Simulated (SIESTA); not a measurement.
Cu2O (Cuprite):

```
Cu O
1.0
     4.26000    0.00000    0.00000
     0.00000    4.26000    0.00000
     0.00000    0.00000    4.26000
Cu O
4 2
Direct
  0.75000 0.25000 0.75000
  0.75000 0.75000 0.25000
  0.25000 0.75000 0.75000
  0.25000 0.25000 0.25000
  0.50000 0.50000 0.50000
  0.00000 0.00000 0.00000
```

Base run:

- Program: SIESTA 5.4.2
- Functional: PBE
- Potentials or basis: PseudoDojo 0.4 standard (PBE files)
- Basis: DZP (energy shift 0.003 Ry; two zetas on semicore shells)
- Grid cutoff: 800 Ry
- Energy shift: 0.003 Ry
- k mesh: 6 × 6 × 6
- Occupations: fermi-dirac, width 0.05 eV
- Spin: no spin polarisation

Its results: band gap on the k mesh 0.47 eV, direct; pressure 4.2 GPa.

Task: The run is repeated on the same cell with these changes: functional from PBE to BLYP. What comes out?

Result: Band gap on the k mesh 0.60 eV, direct; pressure 9.2 GPa.

BLYP binds less tightly than PBE, so the same cell stands under more pressure.

Caveats: short orbitals over semicore shells can move pressures by several GPa; the basis of atomic orbitals isn't converged, which shifts pressures, moduli and gaps; the potentials were made for another functional, which shifts forces and pressure (some runs).
